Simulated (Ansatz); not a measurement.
Relaxed bulk HfC, space group Fm-3m (No. 225):

```
Hf C
1.0
     0.00000    2.30366    2.30366
     2.30366    0.00000    2.30366
     2.30366    2.30366    0.00000
Hf C
1 1
Direct
  0.50000 0.50000 0.50000
  0.00000 0.00000 0.00000
```

All numbers below come from Ansatz 0.2.0, DFT PBEsol, scalar-relativistic, plane waves, PAW. Cutoff 420 eV, k spacing 0.19 to 0.25 Å⁻¹, dipole correction; no spin polarisation.

Slabs with different planes and terminations (top/bottom plane) are cut from it in 1×1 cells and relaxed. Each holds whole formula units counted by Hf and an excess Δn of C (negative: a deficit); ΔE is its energy over those formula units in the bulk and the excess in the standard state of C. The formation energy of HfC is -1.991 eV a formula unit (uncorrected), so Δμ(C) runs from -1.991 eV to 0 if no other compound intervenes.

| slab | A (Å²) | Δn(C) | ΔE (eV) |
| --- | --- | --- | --- |
| (111) C/Hf, Hf5C5 | 9.19 | 0 | 6.447 |
| (111) Hf/Hf, Hf6C5 | 9.19 | -1.00 | 4.113 |

Q: Work out each slab's surface energy at the C-rich and C-poor ends.

A: γ = [ΔE − Δn·Δμ(C)]/(2A) × 16.02 J/m² per eV/Å², the mean of both faces:

```
              slab C-rich (J/m²) C-poor (J/m²)
 (111) C/Hf, Hf5C5           5.62           5.62
(111) Hf/Hf, Hf6C5           3.58           1.85
```

Q: Does the lowest surface change with the conditions?

A: No: among these slabs (111) Hf/Hf, Hf6C5 is lowest at both ends, and since each γ is a straight line in Δμ, throughout the range.

Only the planes named were cut, so another facet can lie lower still, here above all (100), as a rule the lowest of a rock salt compound. Reconstructions in larger cells weren't sought.